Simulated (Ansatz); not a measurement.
**As in Ansatz: the effect of functional**

The system is As.

```
As
1.0
     1.90555    1.10017    3.56030
    -1.90555    1.10017    3.56030
     0.00000   -2.20034    3.56030
As
2
Direct
  0.22600 0.22600 0.22600
  0.77400 0.77400 0.77400
```

The cell isn't the ideal one: volume scaled by 1.04.

Alike in all runs:

| Quantity | Value |
| --- | --- |
| Program | Ansatz 0.2.0 |
| Task | single point |
| Potentials or basis | Ansatz PAW |
| k mesh | 9 × 9 × 9 |
| Occupations | fermi-dirac, width 0.05 eV |
| Spin | no spin polarisation |

```csv
functional,cutoff,pressure (GPa),largest force (eV/Å)
LDA,420 eV (not typed: the program's choice for these potentials),-4.1,0.01
r2SCAN,500 eV (not typed: the program's choice for these potentials),?,?
PBE,420 eV (not typed: the program's choice for these potentials),0.7,0.17
```

What does the run with functional r2SCAN give?

Pressure -1.1 GPa; largest force 0.10 eV/Å.

Caveats: the PAW data sets come from PBE, with cores solved anew for the run's functional, which leaves a small shift of forces and pressure (some runs).
